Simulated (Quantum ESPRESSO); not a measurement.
# Rh (Fm-3m) in Quantum ESPRESSO: notebook

The runs below take Rh through single point, equation of state, with r2SCAN.

All numbers are computed with Quantum ESPRESSO 7.5; they aren't measurements. Logs are shortened: lines on timing, memory, paths and dates and some standing lists are left out, and cuts for length are marked.

**Experimental background.**

“Thermal equation of state of rhodium characterized by XRD in a resistively heated diamond anvil cell”, 2024, pmc:11535440 quotes, for a bulk crystal of Rh: bulk modulus 264 ± 1 GPa.

How close the calculation comes is told below.

## 1. Starting point

It takes space group Fm-3m (No. 225, cubic). Conventional cell: a = 3.796 Å, b = 3.796 Å, c = 3.796 Å, α = 90.00°, β = 90.00°, γ = 90.00°. Around Rh (site symmetry m-3m) lie 12 Rh at 2.68 Å.

## 2. Single point, r2SCAN, 12.85 Å³/atom

pw.in

```
&CONTROL
  calculation = 'scf'
  prefix = 'pwscf'
  outdir = './tmp'
  pseudo_dir = './pseudo'
  tprnfor = .true.
  tstress = .true.
  disk_io = 'nowf'
/
&SYSTEM
  ibrav = 0
  nat = 1
  ntyp = 1
  ecutwfc = 70
  nbnd = 15
  input_dft = 'r2scan'
  occupations = 'smearing'
  smearing = 'fd'
  degauss = 0.00367493
  nosym = .true.
  nr1 = 32
  nr2 = 32
  nr3 = 32
/
&ELECTRONS
  conv_thr = 1d-08
  electron_maxstep = 120
  mixing_beta = 0.5
/
ATOMIC_SPECIES
Rh   102.9055 Rh_ONCV_PBE-1.2.upf
CELL_PARAMETERS angstrom
   0.0000000000    1.8591074964    1.8591074964
   1.8591074964    0.0000000000    1.8591074964
   1.8591074964    1.8591074964    0.0000000000
ATOMIC_POSITIONS crystal
Rh     0.0000000000    0.0000000000    0.0000000000
K_POINTS automatic
9 9 9 0 0 0
```

Potentials or basis: SG15 PBE 1.2.

Command:

```console
$ OMP_NUM_THREADS=1 mpirun -n 2 pw.x -nk 2 -in pw.in > pw.out
```

pw.out:

```text
This program is part of the open-source Quantum ESPRESSO suite
     for quantum simulation of materials; please cite
         "P. Giannozzi et al., J. Phys.:Condens. Matter 21 395502 (2009);
         "P. Giannozzi et al., J. Phys.:Condens. Matter 29 465901 (2017);
         "P. Giannozzi et al., J. Chem. Phys. 152 154105 (2020);
     in publications or presentations arising from this work. More details at

     IMPORTANT: XC functional enforced from input :
     Exchange-correlation= R2SCAN
                           (   0   0   0   0   0 497 498)
     Any further DFT definition will be discarded
     Please, verify this is what you really want

     K-points division:     npool     =       2
     Subspace diagonalization in iterative solution of the eigenvalue problem:
     a serial algorithm will be used

     G-vector sticks info
     --------------------
     sticks:   dense  smooth     PW     G-vecs:    dense   smooth      PW
     Sum         475     475    163                 6855     6855    1363

     Using Slab Decomposition

     bravais-lattice index     =            0
     lattice parameter (alat)  =       4.9684  a.u.
     unit-cell volume          =      86.7242 (a.u.)^3
     number of atoms/cell      =            1
     number of atomic types    =            1
     number of electrons       =        17.00
     number of Kohn-Sham states=           15
     kinetic-energy cutoff     =      70.0000  Ry
     charge density cutoff     =     280.0000  Ry
     scf convergence threshold =      1.0E-08
     mixing beta               =       0.5000
     number of iterations used =            8  plain     mixing
     Exchange-correlation= R2SCAN
                           (   0   0   0   0   0 497 498)

     celldm(1)=   4.968421  celldm(2)=   0.000000  celldm(3)=   0.000000
     celldm(4)=   0.000000  celldm(5)=   0.000000  celldm(6)=   0.000000

     crystal axes: (cart. coord. in units of alat)
               a(1) = (   0.000000   0.707107   0.707107 )
               a(2) = (   0.707107   0.000000   0.707107 )
               a(3) = (   0.707107   0.707107   0.000000 )

     reciprocal axes: (cart. coord. in units 2 pi/alat)
               b(1) = ( -0.707107  0.707107  0.707107 )
               b(2) = (  0.707107 -0.707107  0.707107 )
               b(3) = (  0.707107  0.707107 -0.707107 )

     PseudoPot. # 1 for Rh read from file:
     Rh_ONCV_PBE-1.2.upf
     Pseudo is Norm-conserving, Zval = 17.0
     Generated using ONCVPSP code by D. R. Hamann
     Using radial grid of  602 points,  6 beta functions with:
                l(1) =   0
                l(2) =   0
                l(3) =   1
                l(4) =   1
                l(5) =   2
                l(6) =   2

     atomic species   valence    mass     pseudopotential
     Rh               17.00   102.90550     Rh( 1.00)

     No symmetry found

   Cartesian axes

     site n.     atom                  positions (alat units)
         1        Rh     tau(   1) = (   0.0000000   0.0000000   0.0000000  )

     number of k points=   365  Fermi-Dirac smearing, width (Ry)=  0.0037

     Number of k-points >= 100: set verbosity='high' to print them.

     Dense  grid:     6855 G-vectors     FFT dimensions: (  32,  32,  32)

     WARNING: libxc functional with ID  497 depends
      on external parameters: check the user_guide of
      QE if you need to modify them or to check their
      default values.

     WARNING: libxc functional with ID  498 depends
      on external parameters: check the user_guide of
      QE if you need to modify them or to check their
      default values.

     Initial potential from superposition of free atoms

     starting charge      16.9481, renormalised to      17.0000
     Starting wfcs are random

     Self-consistent Calculation

     iteration #  1     ecut=    70.00 Ry     beta= 0.50
     Davidson diagonalization with overlap
     ethr =  1.00E-02,  avg # of iterations =  7.4

     total energy              =    -217.04145589 Ry
     estimated scf accuracy    <      10.62754131 Ry

     iteration #  2     ecut=    70.00 Ry     beta= 0.50
     Davidson diagonalization with overlap
     ethr =  1.00E-02,  avg # of iterations =  1.0

     total energy              =    -217.08240343 Ry
     estimated scf accuracy    <       2.40148696 Ry

     iteration #  3     ecut=    70.00 Ry     beta= 0.50
     Davidson diagonalization with overlap
     ethr =  1.00E-02,  avg # of iterations =  1.0

     total energy              =    -217.08359559 Ry
     estimated scf accuracy    <       0.01429030 Ry

     iteration #  4     ecut=    70.00 Ry     beta= 0.50
     Davidson diagonalization with overlap
     ethr =  8.41E-05,  avg # of iterations =  1.8

     total energy              =    -217.08365872 Ry
     estimated scf accuracy    <       0.00015045 Ry

     iteration #  5     ecut=    70.00 Ry     beta= 0.50
     Davidson diagonalization with overlap
     ethr =  8.85E-07,  avg # of iterations =  3.7

     total energy              =    -217.08366266 Ry
     estimated scf accuracy    <       0.00000417 Ry

     iteration #  6     ecut=    70.00 Ry     beta= 0.50
     Davidson diagonalization with overlap
     ethr =  2.46E-08,  avg # of iterations =  1.9

     total energy              =    -217.08366295 Ry
     estimated scf accuracy    <       0.00000056 Ry

     iteration #  7     ecut=    70.00 Ry     beta= 0.50
     Davidson diagonalization with overlap
     ethr =  3.31E-09,  avg # of iterations =  1.0

     total energy              =    -217.08366297 Ry
     estimated scf accuracy    <       0.00000007 Ry

     iteration #  8     ecut=    70.00 Ry     beta= 0.50
     Davidson diagonalization with overlap
     ethr =  4.31E-10,  avg # of iterations =  1.0

     End of self-consistent calculation

     Number of k-points >= 100: set verbosity='high' to print the bands.

     the Fermi energy is    25.0561 ev

!    total energy              =    -217.08366297 Ry
     estimated scf accuracy    <          4.7E-09 Ry
     smearing contrib. (-TS)   =      -0.00067647 Ry
     internal energy E=F+TS    =    -217.08298650 Ry

     The total energy is F=E-TS. E is the sum of the following terms:
     one-electron contribution =     -38.78557044 Ry
     hartree contribution      =      32.33692180 Ry
     xc contribution           =     -22.05645599 Ry
     ewald contribution        =    -188.57788186 Ry

     convergence has been achieved in   8 iterations

     Forces acting on atoms (cartesian axes, Ry/au):

     atom    1 type  1   force =     0.00000000    0.00000000    0.00000000

     Total force =     0.000000     Total SCF correction =     0.000008

     Computing stress (Cartesian axis) and pressure

          total   stress  (Ry/bohr**3)                   (kbar)     P=      195.78
   0.00133087  -0.00000000   0.00000000          195.78       -0.00        0.00
  -0.00000000   0.00133089   0.00000001           -0.00      195.78        0.00
   0.00000000   0.00000001   0.00133089            0.00        0.00      195.78

=------------------------------------------------------------------------------=
   JOB DONE.
=------------------------------------------------------------------------------=
```

It took 76 s on 2 MPI ranks of Arm Neoverse V2, shared host; peak memory 0.18 GiB.

What came out:

| Property | Result |
| --- | --- |
| Free energy | -2953.5737 eV |
| Pressure | 19.6 GPa |
| Band gap on the k mesh | none (metal or under the smearing width) |

Caveat: the k mesh is coarse; the potentials were made for another functional, which shifts forces and pressure.

## 3. Single point, r2SCAN, 13.12 Å³/atom

pw.in, as its differences from that of step 2:

```diff
@@ -32,5 +32,5 @@
 CELL_PARAMETERS angstrom
-   0.0000000000    1.8591074964    1.8591074964
-   1.8591074964    0.0000000000    1.8591074964
-   1.8591074964    1.8591074964    0.0000000000
+   0.0000000000    1.8722002341    1.8722002341
+   1.8722002341    0.0000000000    1.8722002341
+   1.8722002341    1.8722002341    0.0000000000
 ATOMIC_POSITIONS crystal
```

Potentials or basis: SG15 PBE 1.2.

Command:

```console
$ OMP_NUM_THREADS=1 mpirun -n 2 pw.x -nk 2 -in pw.in > pw.out
```

Run time: 76 s. Hardware: 2 MPI ranks of Arm Neoverse V2, shared host; peak memory 0.18 GiB.

Results (log left out):

```
Free energy            : -2953.6008 eV
Pressure               : 11.9 GPa
Band gap on the k mesh : none (metal or under the smearing width)
```

Caveat: the k mesh is coarse; the potentials were made for another functional, which shifts forces and pressure.

## 4. Single point, r2SCAN, 13.40 Å³/atom

pw.in, as its differences from that of step 3:

```diff
@@ -32,5 +32,5 @@
 CELL_PARAMETERS angstrom
-   0.0000000000    1.8722002341    1.8722002341
-   1.8722002341    0.0000000000    1.8722002341
-   1.8722002341    1.8722002341    0.0000000000
+   0.0000000000    1.8851123679    1.8851123679
+   1.8851123679    0.0000000000    1.8851123679
+   1.8851123679    1.8851123679    0.0000000000
 ATOMIC_POSITIONS crystal
```

Command:

```console
$ OMP_NUM_THREADS=1 mpirun -n 2 pw.x -nk 2 -in pw.in > pw.out
```

Wall time 76 s (2 MPI ranks of Arm Neoverse V2, shared host); peak memory 0.18 GiB.

It converged, with:

```
Free energy            : -2953.6154 eV
Pressure               : 5.0 GPa
Band gap on the k mesh : none (metal or under the smearing width)
```

Caveat: the k mesh is coarse; the potentials were made for another functional, which shifts forces and pressure.

## 5. Single point, r2SCAN, 13.67 Å³/atom

pw.in, as its differences from that of step 4:

```diff
@@ -32,5 +32,5 @@
 CELL_PARAMETERS angstrom
-   0.0000000000    1.8851123679    1.8851123679
-   1.8851123679    0.0000000000    1.8851123679
-   1.8851123679    1.8851123679    0.0000000000
+   0.0000000000    1.8978500000    1.8978500000
+   1.8978500000    0.0000000000    1.8978500000
+   1.8978500000    1.8978500000    0.0000000000
 ATOMIC_POSITIONS crystal
```

Command:

```console
$ OMP_NUM_THREADS=1 mpirun -n 2 pw.x -nk 2 -in pw.in > pw.out
```

Run time: 77 s. Hardware: 2 MPI ranks of Arm Neoverse V2, shared host; peak memory 0.18 GiB.

Results (log left out):

```
Free energy            : -2953.6191 eV
Pressure               : -1.0 GPa
Band gap on the k mesh : none (metal or under the smearing width)
```

Caveat: the k mesh is coarse; the potentials were made for another functional, which shifts forces and pressure.

## 6. Single point, r2SCAN, 13.94 Å³/atom

pw.in, as its differences from that of step 5:

```diff
@@ -32,5 +32,5 @@
 CELL_PARAMETERS angstrom
-   0.0000000000    1.8978500000    1.8978500000
-   1.8978500000    0.0000000000    1.8978500000
-   1.8978500000    1.8978500000    0.0000000000
+   0.0000000000    1.9104189093    1.9104189093
+   1.9104189093    0.0000000000    1.9104189093
+   1.9104189093    1.9104189093    0.0000000000
 ATOMIC_POSITIONS crystal
```

Potentials or basis: SG15 PBE 1.2.

Command:

```console
$ OMP_NUM_THREADS=1 mpirun -n 2 pw.x -nk 2 -in pw.in > pw.out
```

Run time: 76 s. Hardware: 2 MPI ranks of Arm Neoverse V2, shared host; peak memory 0.18 GiB.

The run converged. Its results:

- Free energy: -2953.6131 eV
- Pressure: -6.3 GPa
- Band gap on the k mesh: none (metal or under the smearing width)

Caveat: the k mesh is coarse; the potentials were made for another functional, which shifts forces and pressure.

## 7. Single point, r2SCAN, 14.22 Å³/atom

pw.in, as its differences from that of step 6:

```diff
@@ -32,5 +32,5 @@
 CELL_PARAMETERS angstrom
-   0.0000000000    1.9104189093    1.9104189093
-   1.9104189093    0.0000000000    1.9104189093
-   1.9104189093    1.9104189093    0.0000000000
+   0.0000000000    1.9228245745    1.9228245745
+   1.9228245745    0.0000000000    1.9228245745
+   1.9228245745    1.9228245745    0.0000000000
 ATOMIC_POSITIONS crystal
```

Command:

```console
$ OMP_NUM_THREADS=1 mpirun -n 2 pw.x -nk 2 -in pw.in > pw.out
```

It took 77 s on 2 MPI ranks of Arm Neoverse V2, shared host; peak memory 0.18 GiB.

Results (log left out):

- Free energy: -2953.5985 eV
- Pressure: -11.0 GPa
- Band gap on the k mesh: none (metal or under the smearing width)

Caveat: the k mesh is coarse; the potentials were made for another functional, which shifts forces and pressure.

## 8. Single point, r2SCAN, 14.49 Å³/atom

pw.in, as its differences from that of step 7:

```diff
@@ -32,5 +32,5 @@
 CELL_PARAMETERS angstrom
-   0.0000000000    1.9228245745    1.9228245745
-   1.9228245745    0.0000000000    1.9228245745
-   1.9228245745    1.9228245745    0.0000000000
+   0.0000000000    1.9350721950    1.9350721950
+   1.9350721950    0.0000000000    1.9350721950
+   1.9350721950    1.9350721950    0.0000000000
 ATOMIC_POSITIONS crystal
```

Command:

```console
$ OMP_NUM_THREADS=1 mpirun -n 2 pw.x -nk 2 -in pw.in > pw.out
```

Wall time 77 s (2 MPI ranks of Arm Neoverse V2, shared host); peak memory 0.18 GiB.

Results (log left out):

```yaml
Free_energy: -2953.5764 eV
Pressure: -15.2 GPa
Band_gap_on_the_k_mesh: none (metal or under the smearing width)
```

Caveat: the k mesh is coarse; the potentials were made for another functional, which shifts forces and pressure.

## 9. Equation of state, r2SCAN

Potentials or basis: SG15 PBE 1.2.

No new run: the results of the series are fitted here.

What came out:

- Equilibrium volume: 13.63 Å³/atom
- Bulk modulus: 288 GPa
- Pressure derivative of the bulk modulus: 5.1

Energy against volume, from the lowest point:
| volume (Å³/atom) | energy (meV/atom) |
| --- | --- |
| 12.851 | 45.40 |
| 13.125 | 18.35 |
| 13.398 | 3.69 |
| 13.671 | 0.00 |
| 13.945 | 6.03 |
| 14.218 | 20.60 |
| 14.492 | 42.75 |

Caveat: the k mesh is coarse; the potentials were made for another functional, which shifts forces and pressure.

## 10. Against experiment

Step 9. Measured bulk modulus of Rh: 264 GPa (quoted in “Thermal equation of state of rhodium characterized by XRD in a resistively heated diamond anvil cell”, 2024, pmc:11535440). This calculation gives 288 GPa (+9.0 %). The fit is for a static lattice scaled at fixed shape and fixed fractional positions.
